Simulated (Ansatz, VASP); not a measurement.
This is a calculation of WC (Qusongite) for Ansatz 0.2.0.

Contents of input.yaml:

```yaml
crystal:
  lattice:
    - [2.9065, 0.0, 0.0]
    - [-1.45325, 2.5171028361, 0.0]
    - [0.0, 0.0, 2.8366]
  atoms:
    - { symbol: W, position: [0.0, 0.0, 0.0] }
    - { symbol: C, position: [0.6666666667, 0.3333333333, 0.5] }
hamiltonian:
  xc: pbe
  pseudopotentials: { kind: paw }
kpoints:
  mp_grid: { grid: [10, 10, 9] }
scf:
  occupations: { method: fermi_dirac, width: 0.05 }
output:
  forces: true
  stress: true
relax:
  f_tol: 0.01
  max_steps: 40
  cell: { stress_tol: 0.05 }
```

Potentials or basis: Ansatz PAW.

The run is started by

```bash
$ ansatz run input.yaml --threads 2 --pin off --max-ram 5632MiB --backend cpu --events-out ev --progress --plain --runs-dir out
```

Q: Set up the same calculation for VASP 6.6.1. Potentials there: VASP PAW PBE potentials, release 64 (W_sv, C_s).

A: As run (the cutoff follows the program's own potentials):

File INCAR:

```
SYSTEM = WC
  ALGO = Normal
  EDIFF = 1E-6
  EDIFFG = -0.01
  ENCUT = 480
  GGA = PE
  IBRION = 2
  ISIF = 3
  ISMEAR = -1
  LASPH = .True.
  LCHARG = .False.
  LREAL = .False.
  LWAVE = .False.
  NELM = 80
  NSW = 60
  PREC = Accurate
  SIGMA = 0.05
```

KPOINTS

```
k-points
0
Gamma
  10 10 9
  0 0 0
```

The input POSCAR:

```
WC
1.0
    2.9065000000      0.0000000000      0.0000000000
   -1.4532500000      2.5171028361      0.0000000000
    0.0000000000      0.0000000000      2.8366000000
W C
1 1
Direct
    0.0000000000      0.0000000000      0.0000000000
    0.6666666667      0.3333333333      0.5000000000
```

Potentials or basis: VASP PAW PBE potentials, release 64 (W_sv, C_s).

Launch:

```console
$ cat potpaw_PBE.64/W_sv/POTCAR potpaw_PBE.64/C_s/POTCAR > POTCAR
$ mpirun -np 1 vasp_std > vasp.out
```

Both were run:

|  | VASP | Ansatz | Ansatz less VASP |
| --- | --- | --- | --- |
| relaxed volume (Å³/atom) | 10.55 | 10.52 | -0.025 |
| relaxed cell length with the largest relative difference (Å) | 2.848 | 2.846 | -0.0026 |
| energy change over the relaxation (meV/atom) | -4 | -3 | +1.0 |

Caveats: the plane-wave basis is chosen anew once the cell has moved, so the energies of steps on either side of that aren't comparable (Ansatz); the pressure holds a Pulay correction of +0.3 GPa for the finite cutoff (Ansatz). Spin-orbit coupling is left out, which matters for the levels of W. PBE usually gives volumes a little too large and moduli too small. Zero-point motion and thermal expansion aren't in these numbers.
